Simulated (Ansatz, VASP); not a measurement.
## BN: VASP beside Ansatz

Wanted: the spread between two codes on one cell, functional and k mesh.

Program: Ansatz 0.2.0. Level of theory: plane waves, with VASP 6.6.1 beside it; single point at PBEsol. Results are calculated unless marked as measured.

### Step 1. Starting point

It takes space group P6_3/mmc (No. 194, hexagonal). The conventional cell has a = 2.504 Å, b = 2.504 Å, c = 6.661 Å, α = 90.00°, β = 90.00°, γ = 120.00°. Nearest to N lie 3 B at 1.45 Å. Nearest to B lie 3 N at 1.45 Å. Farther neighbours and most contacts between anions are not listed.

### Step 2. Ansatz: single point, PBEsol

Ansatz runs on its default PAW (the set named soft_2) files.

A single point gives forces, pressure and levels at one fixed geometry, so differences don't come from the geometry; what else differs is listed under the comparison.

The input, input.yaml:

```yaml
crystal:
  lattice:
    - [2.50399, 0.0, 0.0]
    - [-1.251995, 2.1685189508, 0.0]
    - [0.0, 0.0, 6.6612]
  atoms:
    - { symbol: "N", position: [0.6666666667, 0.3333333333, 0.25] }
    - { symbol: "N", position: [0.3333333333, 0.6666666667, 0.75] }
    - { symbol: B, position: [0.6666666667, 0.3333333333, 0.75] }
    - { symbol: B, position: [0.3333333333, 0.6666666667, 0.25] }
hamiltonian:
  xc: pbesol
  pseudopotentials: { kind: paw }
kpoints:
  mp_grid: { grid: [14, 14, 6] }
scf:
  occupations: { method: gaussian, width: 0.05 }
  n_extra_bands: 5
output:
  forces: true
  stress: true
  eigenvalues: true
```

On the command line:

```
> ansatz run input.yaml --threads 2 --pin off --max-ram 4608MiB --backend cpu --events-out ev --progress --plain --runs-dir out
```

Numbers of over 12 decimals in the logs are rounded to 6 here.

The program printed:

```text
scf.n_extra_bands = 5 over 8 filled bands (N_el = 16.0): the run solves 13 bands
Engine: ansatz 0.2.0, aarch64-unknown-linux-gnu
Pseudopotentials: kind: paw
Pseudopotential: N, paw, valence charge 5, recommended cutoff 420 eV (normal), N.paw.azcp
Pseudopotential: B, paw, valence charge 3, recommended cutoff 420 eV (normal), B.paw.azcp
Functional definition: PBEsol
  exchange = pbesol_x
  correlation = pbesol_c
Crystal: 4 atoms, lattice volume = 36.170 Å³
Basis set: ecut = 420 eV, 713 PW (Γ), exchange–correlation on 36×36×90 points (8 copies of the dense FFT grid, shifted against one another)
Bands: 13, of which v1, the nominal top of the filled ones, is band 8 counted from 1 (7 counted from 0)
Symmetry: 24 space group operations
Space group: P63/mmc (ITA 194), of the structure as read, at distance tolerance 3.3e-5 Å
k-points: 96 of 1176
Non-local potential: N, projectors of the file, l = 0: 2, l = 1: 2, l = 2: 1
Non-local potential: B, projectors of the file, l = 0: 2, l = 1: 2, l = 2: 1
PAW form: soft (Blöchl's): semilocal exchange-correlation on the pseudo side does not see the compensation charge
PAW frozen core: N, regenerated for the run's functional, and the local potential with it (the file was generated under x = pbe(κ = 0.804, μ = 0.219515), c = pbe(β = 0.066725))
PAW frozen core: B, regenerated for the run's functional, and the local potential with it (the file was generated under x = pbe(κ = 0.804, μ = 0.219515), c = pbe(β = 0.066725))
PAW one-centre angular grid: N, 110 points (default); XC on 64 Gauss nodes
PAW one-centre angular grid: B, 110 points (default); XC on 64 Gauss nodes
Initial density: superposition of atomic densities (neutral atoms: chi_scale 0, normalization atom), corrected by the library's trained network
Initial wavefunctions: pseudopotential atomic-orbital guess
Functional: x = pbesol(κ = 0.804, μ = 0.123457), c = pbesol(β = 0.046)
SCF iter   1: F=—  HF=-1067.560518 eV  |F-HF|=—  |Δ(HF+E_count)|=         —  Δρ=8.61e-3  dr2=2.42e-2  ethr=1.77e-3  ⟨swp⟩=6.6  Hψ=7331  notcnv=0
preconditioner: auto → none  [insulator: Δε(μ)=4.057 eV  Ē_g=16.415 eV  σ=0.050 eV  W_gap=1.00  n_scr=4 (ndim 8)  ℏωp=24.7 eV  f_vac=0.023  D(μ)=0.00/eV (n_scr^D=0)  ε∞_Penn≈3.3]
SCF iter   2: F=—  HF=-1067.554675 eV  |F-HF|=—  |Δ(HF+E_count)|=   5.84e-3  Δρ=3.04e-3  dr2=2.33e-3  ethr=1.51e-4  ⟨swp⟩=2.7  Hψ=3069  notcnv=0  defer=96
SCF iter   3: F=—  HF=-1067.554128 eV  |F-HF|=—  |Δ(HF+E_count)|=   5.47e-4  Δρ=8.40e-4  dr2=1.62e-4  ethr=1.46e-5  ⟨swp⟩=2.3  Hψ=1887  notcnv=0  defer=96
SCF iter   4: F=—  HF=-1067.554211 eV  |F-HF|=—  |Δ(HF+E_count)|=   8.32e-5  Δρ=1.34e-4  dr2=2.81e-6  ethr=1.01e-6  ⟨swp⟩=2.7  Hψ=1941  notcnv=0  defer=96
SCF iter   5: F=—  HF=-1067.554213 eV  |F-HF|=—  |Δ(HF+E_count)|=   2.03e-6  Δρ=1.39e-5  dr2=3.23e-8  ethr=1.75e-8  ⟨swp⟩=2.3  Hψ=1793  notcnv=0  defer=96
SCF iter   6: F=-1067.554213 eV  HF=-1067.554213 eV  |F-HF|=6.31e-10  |Δ(HF+E_count)|=   5.96e-8  Δρ=9.61e-7  dr2=2.01e-10  ethr=2.02e-10  ⟨swp⟩=6.4  Hψ=5813  notcnv=0
SCF 1 converged in 6 iterations: F = -1067.554213 eV  dr2 = 2.01e-10
  greatest PAW one-centre occupation: 0.795 electrons in one spin orbital (limit 2), on the N atom at site 1 (counted from 0), in its partial waves of l = 0
SCF converged after 6 iterations
Free energy (F): -1067.554213 eV
Harris-Foulkes:  -1067.554213 eV  (|F-HF|=6.31e-10)
Internal energy: -1067.554213 eV  (E = F + TS)
E sigma→0 (E₀):  -1067.554213 eV
Fermi energy:    6.730676 eV
--- Per-component energies (eV) ---
  E_band       = -39.721397
  E_kinetic    = 365.570919
  E_local      = -694.071841  (includes V_loc(G=0)·N_el)
  E_nonlocal   = 116.002754
  E_hartree    = 223.046369
  E_xc         = -182.453050
  E_vxc        = -227.364483  (∫ρ·V_xc dr)
  E_paw        = -397.859958  (= ΣΔE_a)
  E_vpaw       = -45.951907  (= ΣTr[D̂ρ^β])
  E_aug_tail   = 0.000197  (compensation charges beyond the density's cutoff)
  E_ewald      = -497.875223
  E_core_change = 0.085620  (= ΣΔE_core)
  E_smearing   = -0.000000  (= −TS)
  E_closure    = 0.000000  (closes the sum)
  Σ components = -1067.554213   (vs F -1067.554213, Δ=0.00e0)
--- Forces (eV/Å), atoms counted from 1 ---
  atom   1  N     -0.00000000     0.00000000    -0.00000000
  atom   2  N     -0.00000000    -0.00000000     0.00000000
  atom   3  B     -0.00000000     0.00000000     0.00000000
  atom   4  B     -0.00000000    -0.00000000    -0.00000000
  max |Σ_I F_I| component: 3.15e-16 eV/Å
--- Stress (GPa, compression-positive) ---
        0.233083      -0.000000       0.000000
       -0.000000       0.233083       0.000000
        0.000000       0.000000       0.833519
  P = ⅓ Tr σ = 0.4332 GPa (4.332 kbar)
--- Band table (eV; the first three rows and the last of 96) ---
  k-point 0: bands = [... 4 lower, 3.3195, 3.3195, 3.3548, 3.3548, 9.6641, 14.7652, 16.1522, 16.1522, ... 1 higher]
  k-point 1: bands = [... 4 lower, 3.3220, 3.3220, 3.3531, 3.3531, 9.9895, 14.3288, 16.1603, 16.1603, ... 1 higher]
  k-point 2: bands = [... 4 lower, 3.3289, 3.3289, 3.3466, 3.3466, 10.8603, 13.2985, 16.1827, 16.1827, ... 1 higher]
  k-point 95: bands = [... 4 lower, -2.2796, -2.2796, 4.5493, 4.5493, 9.2524, 9.2524, 16.4770, 16.4770, ... 1 higher]
```

The job ended after 2.3 s (2 threads of Arm Neoverse N1, shared host; peak memory 0.3 GiB; 4.2 s of CPU time).

The column dr2 measures how far the density is from self-consistency, as an energy; F and HF (Harris–Foulkes) agree once it is small.

The run ends at a pressure of 0.43 GPa.

### Step 3. VASP: single point, PBEsol

The same cell, functional, mesh and smearing now go to VASP, with its own data sets and cutoff.

Lines of VASP's logs that name or quote its potential files are left out, and so is its time.

The input, INCAR:

```
SYSTEM = BN
PREC = Accurate
ENCUT = 520
EDIFF = 1E-05
NELM = 100
ISMEAR = 0
SIGMA = 0.05
LREAL = .FALSE.
ALGO = Normal
GGA = PS
NBANDS = 14
LORBIT = 11
LWAVE = .FALSE.
LCHARG = .FALSE.
KPAR = 8
```

The input, POSCAR:

```
BN
1.0
    2.5039900000      0.0000000000      0.0000000000
   -1.2519950000      2.1685189508      0.0000000000
    0.0000000000      0.0000000000      6.6612000000
N B
2 2
Direct
    0.6666666667      0.3333333333      0.2500000000
    0.3333333333      0.6666666667      0.7500000000
    0.6666666667      0.3333333333      0.7500000000
    0.3333333333      0.6666666667      0.2500000000
```

The input, KPOINTS:

```
Automatic mesh
0
Gamma
14 14 6
0 0 0
```

The projector-augmented-wave data sets are N and B (PBE family, release 64).

On the command line:

```
> mpirun -np 8 vasp_std
```

The program printed:

```text
[banner, memory and clock lines left out]
running    8 mpi-ranks, on    1 nodes
 distrk:  each k-point on    1 cores,    8 groups
 distr:  one band on    1 cores,    1 groups

 POSCAR found type information on POSCAR N B
 POSCAR found :  2 types and       4 ions
|                                                                             |
|           W    W    AA    RRRRR   N    N  II  N    N   GGGG   !!!           |
|           W    W   A  A   R    R  NN   N  II  NN   N  G    G  !!!           |
|           W    W  A    A  R    R  N N  N  II  N N  N  G       !!!           |
|           W WW W  AAAAAA  RRRRR   N  N N  II  N  N N  G  GGG   !            |
|           WW  WW  A    A  R   R   N   NN  II  N   NN  G    G                |
|           W    W  A    A  R    R  N    N  II  N    N   GGGG   !!!           |
|                                                                             |
|     For optimal performance we recommend to set                             |
|       NCORE = 2 up to number-of-cores-per-socket                            |
|     NCORE specifies how many cores store one orbital (NPAR=cpu/NCORE).      |
|     This setting can greatly improve the performance of VASP for DFT.       |
|     The default, NCORE=1 might be grossly inefficient on modern             |
|     multi-core architectures or massively parallel machines. Do your        |
|     Unfortunately you need to use the default for GW and RPA                |
|     calculations (for HF NCORE is supported but not extensively tested      |
|     yet).                                                                   |
|                                                                             |

|                                                                             |
|               ----> ADVICE to this user running VASP <----                  |
|                                                                             |
|     You enforced a specific xc type in the INCAR file but a different       |
|     [... a line on the potential file left out ...]
|     I HOPE YOU KNOW WHAT YOU ARE DOING!                                     |
|                                                                             |

 LDA part: xc-table for (Slater+PW92), standard interpolation
 POSCAR, INCAR and KPOINTS ok, starting setup
 FFT: planning ... GRIDC
 FFT: planning ... GRID_SOFT
 FFT: planning ... GRID
 WAVECAR not read
 entering main loop
       N       E                     dE             d eps       ncg     rms          rms(c)
DAV:   1     0.504985106699E+02    0.50499E+02   -0.81487E+03  2688   0.106E+03
DAV:   2    -0.364305635115E+02   -0.86929E+02   -0.78264E+02  3792   0.236E+02
DAV:   3    -0.399723543786E+02   -0.35418E+01   -0.35231E+01  3528   0.485E+01
DAV:   6    -0.369393139505E+02    0.30615E+01   -0.59075E+00  3330   0.191E+01    0.505E+00
DAV:   7    -0.366441316929E+02    0.29518E+00   -0.49505E-01  3396   0.566E+00    0.308E+00
DAV:   8    -0.365596099651E+02    0.84522E-01   -0.24194E-01  3168   0.346E+00    0.429E-01
DAV:   9    -0.365558414026E+02    0.37686E-02   -0.13841E-02  3102   0.967E-01    0.175E-01
DAV:  10    -0.365564361826E+02   -0.59478E-03   -0.92749E-04  3000   0.250E-01    0.292E-02
DAV:  11    -0.365565162901E+02   -0.80108E-04   -0.72030E-05  3318   0.719E-02    0.201E-02
DAV:  12    -0.365565209119E+02   -0.46218E-05   -0.18804E-05  2890   0.328E-02
   1 F= -.36556521E+02 E0= -.36556521E+02  d E =-.299781E-18
```

From OUTCAR (step 3):

```text
ion  position               nearest neighbor table
   1  0.667  0.333  0.250-   4 1.45   4 1.45   4 1.45
   2  0.333  0.667  0.750-   3 1.45   3 1.45   3 1.45
   3  0.667  0.333  0.750-   2 1.45   2 1.45   2 1.45
   4  0.333  0.667  0.250-   1 1.45   1 1.45   1 1.45

  LATTYP: Found a hexagonal cell.
 ALAT       =     2.5039900000
 C/A-ratio  =     2.6602342661

 Subroutine GETGRP returns: Found 24 space group operations
 (whereof 12 operations were pure point group operations)

The static configuration has the point symmetry D_3d.
 The point group associated with its full space group is D_6h.

 Found     96 irreducible k-points:

   k-points           NKPTS =     96   k-points in BZ     NKDIM =     96   number of bands    NBANDS=     14

   dimension x,y,z NGX =    20 NGY =   20 NGZ =   50
   dimension x,y,z NGXF=    40 NGYF=   40 NGZF=  100

   ENCUT  =  520.0 eV  38.22 Ry    6.18 a.u.   4.66  4.66 12.39*2*pi/ulx,y,z

   NELECT =      16.0000    total number of electrons

 k-points in reciprocal lattice and weights: Automatic mesh
   0.00000000  0.00000000  0.00000000       0.001
   0.07142857  0.00000000  0.00000000       0.005
   0.14285714  0.00000000  0.00000000       0.005
   0.21428571 -0.00000000  0.00000000       0.005
   0.28571429  0.00000000  0.00000000       0.005
   0.35714286  0.00000000  0.00000000       0.005
   0.42857143 -0.00000000  0.00000000       0.005
   0.50000000  0.00000000  0.00000000       0.003
   0.07142857  0.07142857  0.00000000       0.005
[...]
0.28571429  0.28571429  0.50000000       0.005
   0.35714286  0.28571429  0.50000000       0.005

 average (electrostatic) potential at core
       1 -64.9483       2 -64.9483       3 -29.0663       4 -29.0663

 E-fermi :   2.4809

 k-point     1 :       0.0000    0.0000    0.0000
  band No.  band energies     occupation
    ...
      4      -1.9756      2.00000
      5       0.8635      2.00000
      6       0.8635      2.00000
      7       0.9001      2.00000
      8       0.9001      2.00000
      9       7.1997      0.00000
     10      12.3021      0.00000
     11      13.6817      0.00000
     12      13.6817      0.00000
     13      13.8055      0.00000
    ...

 k-point     2 :       0.0714    0.0000    0.0000
  band No.  band energies     occupation
    ...
      4      -1.8516      2.00000
      5       0.4470      2.00000
      6       0.4793      2.00000
      7       0.6673      2.00000
      8       0.7072      2.00000
      9       7.3838      0.00000
     10      12.2440      0.00000
     11      13.5587      0.00000
     12      13.7241      0.00000
     13      14.1231      0.00000
    ...

 k-point     3 :       0.1429    0.0000    0.0000
  band No.  band energies     occupation
    ...
      4      -1.4851      2.00000
      5      -0.6520      2.00000
      6      -0.6175      2.00000
      7       0.1664      2.00000
      8       0.2130      2.00000
      9       7.8790      0.00000
     10      12.0029      0.00000
     11      13.2249      0.00000
     12      13.6383      0.00000
     13      13.7222      0.00000
    ...

  Total        0.2000223      0.2000223      0.1575107      0.0000000      0.0000000      0.0000000
  in kB        8.8601415      8.8601415      6.9770599      0.0000000      0.0000000      0.0000000
  external PRESSURE =       8.2324477 kB  Pullay stress =       0.0000000 kB

  energy-cutoff  :      520.00
  volume of cell :       36.17
      direct lattice vectors                 reciprocal lattice vectors
     2.503990000  0.000000000  0.000000000     0.399362617  0.230572115  0.000000000
    -1.251995000  2.168518951  0.000000000     0.000000000  0.461144229  0.000000000
     0.000000000  0.000000000  6.661200000     0.000000000  0.000000000  0.150123101

 POSITION                                       TOTAL-FORCE (eV/Angst)
 -----------------------------------------------------------------------------------
      1.25200      0.72284      1.66530        -0.000000     -0.000000      0.000000
     -0.00000      1.44568      4.99590         0.000000     -0.000000      0.000000
      1.25200      0.72284      4.99590         0.000000      0.000000      0.000000
     -0.00000      1.44568      1.66530        -0.000000      0.000000      0.000000
 -----------------------------------------------------------------------------------
    total drift:                               -0.000000      0.000000      0.000000

  FREE ENERGIE OF THE ION-ELECTRON SYSTEM (eV)
  ---------------------------------------------------
  free  energy   TOTEN  =       -36.5565209119 eV

  energy  without entropy=      -36.5565209119  energy(sigma->0) =      -36.55652091

 total charge
# of ion       s       p       d       tot
------------------------------------------
    1        1.221   2.788   0.000   4.008
    2        1.221   2.788   0.000   4.008
    3        0.742   1.426   0.000   2.168
    4        0.742   1.426   0.000   2.168
--------------------------------------------------
tot          3.926   8.427   0.000  12.353

[... 3 further parts left out ...]
```

The run ends at a pressure of 0.82 GPa.

### Step 4. Comparison

Known differences besides the potentials themselves: the cutoff is 420 eV in Ansatz and 520 eV in VASP; Ansatz makes its cores anew for this functional, VASP keeps those of its PBE data sets; VASP leaves aspherical gradient terms in its spheres out (LASPH is not set), Ansatz keeps them. Total energies have different zeros and are not compared.

Both answers:

```csv
quantity,Ansatz,VASP,difference
pressure (GPa),0.43,0.82,-0.39
pressure without Ansatz's Pulay correction (GPa),-0.17,0.82,-0.99
gap on the k mesh (eV),4.158,4.134,+0.024
```

A gap on the mesh is an upper bound, since the band edges may lie between its points. Ansatz's pressure holds a Pulay correction of 0.60 GPa; VASP's holds none.

### Step 5. Outcome

| Item | Value |
| --- | --- |
| difference in gap on the k mesh (single point, PBEsol) | 0.024 eV |

What this shows: The difference in gap on the k mesh is 0.024 eV (single point, PBEsol), within the 0.08 eV picked in this series as the mark of a large difference. Such differences can come from data sets, numerical settings and the points named under the comparisons, not from the functional's error against experiment.

[Lines on the potential files, build, host, timing and source positions are cut from VASP's logs without a mark.]

[Logs are printed without paths, hosts, clocks, repeated set-up lines and the standing remarks that a program may print on its own settings, such as how far it seeks lower states.]

[Hosts, paths, dates, database ids (printed as entryN), source tags and the programs' standing remarks are cut or masked in the printed files.]
